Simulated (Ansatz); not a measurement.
Starting cell, GeO$_{2}$ (rutile):

```
CELL_PARAMETERS angstrom
      8.97500     0.00000     0.00000
      0.00000     4.48750     0.00000
      0.00000     0.00000     2.90497
ATOMIC_POSITIONS crystal
  Ge 0.00000 0.00000 0.00000
  Ge 0.50000 0.00000 0.00000
  Ge 0.25000 0.50000 0.50000
  Ge 0.75000 0.50000 0.50000
  O  0.15357 0.30714 0.00000
  O  0.65357 0.30714 0.00000
  O  0.40357 0.19286 0.50000
  O  0.90357 0.19286 0.50000
  O  0.09643 0.80714 0.50000
  O  0.59643 0.80714 0.50000
  O  0.34643 0.69286 0.00000
  O  0.84643 0.69286 0.00000
```

A phonon eigenvector at X = (0.5, 0.0, 0.0) is frozen into this cell: atom i moves by Q times the vector below, so Q is the largest atomic displacement, in Å. The cell is held. It is one choice among 2 degenerate patterns. (q is in reciprocal vectors of the primitive cell; the cell shown is doubled to hold the pattern.)

```tsv
atom	x	y	z
Ge1	0.000	0.000	1.000
Ge2	0.000	0.000	-1.000
Ge3	0.000	0.000	-0.259
Ge4	0.000	0.000	0.259
O5	0.000	0.000	0.068
O6	0.000	0.000	-0.068
O7	0.000	0.000	-0.726
O8	0.000	0.000	0.726
O9	0.000	0.000	0.602
O10	0.000	0.000	-0.602
O11	0.000	0.000	-0.411
O12	0.000	0.000	0.411
```

Calculation: PBE (plane waves to 420 eV, PAW, scalar-relativistic; Ansatz, an electronic-structure program). k mesh 4×8×11 (Γ-centred), Fermi-Dirac smearing 0.05 eV. The energy includes the smearing's −TS. GeO2 was relaxed with its symmetry unable to fall. The zero of ΔE is the undisplaced structure.

```csv
Q (Å),ΔE (meV/cell)
-0.2800,599
-0.2333,416
-0.1867,withheld
-0.1400,150
-0.0933,67
-0.0467,17
0.0000,0
0.0467,17
0.0933,67
0.1400,150
0.1867,withheld
0.2333,416
0.2800,599
```

Task: Fit an even polynomial form (powers 2, 4) to the given rows and predict ΔE at Q = 0.1867.

Result: Least squares on the 11 given rows: ΔE = (7661)·Q² + (-270.5)·Q⁴, in meV/cell with Q in Å; root-mean-square residual 0.2 meV/cell. At 0.1867 the fit gives 267 meV/cell; the calculation gives 266 meV/cell, so the interpolation is off by 1 (+0.4 %). The quadratic term alone would give 267 meV/cell.

(For displaced atoms, the force is minus the slope of the energy, and its curvature is a force constant, which sets phonon frequencies.)
